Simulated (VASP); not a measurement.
**WS2 (Tungstenite) under changes of volume**

One of the cells (17.430 Å³/atom); the others are scaled copies at fixed shape and fractional positions:

```
W S
1.0
     3.15464    0.00000    0.00000
    -1.57732    2.73200    0.00000
     0.00000    0.00000   12.13412
W S
2 4
Direct
  0.66667 0.33333 0.75000
  0.33333 0.66667 0.25000
  0.66667 0.33333 0.37978
  0.33333 0.66667 0.87978
  0.66667 0.33333 0.12022
  0.33333 0.66667 0.62022
```

| Property | Result |
| --- | --- |
| Program | VASP 6.6.1 |
| Functional | PBE |
| Dispersion | D3(BJ) |
| Potentials or basis | VASP PAW PBE potentials, release 64 (W_sv, S) |
| Cutoff | 520 eV |
| k mesh | 8 × 8 × 4 |
| Occupations | gaussian, width 0.02 eV |
| Spin | no spin polarisation |

```csv
volume (Å³/atom),energy over the lowest point (meV/atom),pressure (GPa),gap on the mesh (eV),largest force (eV/Å)
16.732,?,?,?,?
17.081,3.78,3.5,1.04,0.358
17.430,0.00,-0.1,1.06,0.003
17.778,3.58,-3.3,1.08,0.338
18.127,13.78,-6.2,1.09,0.648
```

Question: What does the run at 16.732 Å³/atom give?

Answer: Energy over the lowest point 15.77 meV/atom; pressure 7.5 GPa; gap on the mesh 1.01 eV; largest force 0.749 eV/Å.

Worked out: A Birch-Murnaghan fit of order 2 (a polynomial in V^(-2/3)) to the other rows has its minimum at 17.43 Å³/atom with B0 = V·E''(V) = 168 GPa at fixed shape and positions, which overstates the stiffness. It gives 15.67 meV/atom at 16.732 Å³/atom, against the run's 15.77, and -dE/dV = 7.5 GPa, against 7.5. A straight line through the other rows of the gap, of slope 0.859 eV per unit of ln V, extrapolates to 1.02 eV, against the run's 1.01.

Energies are extrapolated to zero smearing.

Caveats: spin-orbit coupling is left out, which moves the levels of the heavy elements.

A mesh can miss the band edges.
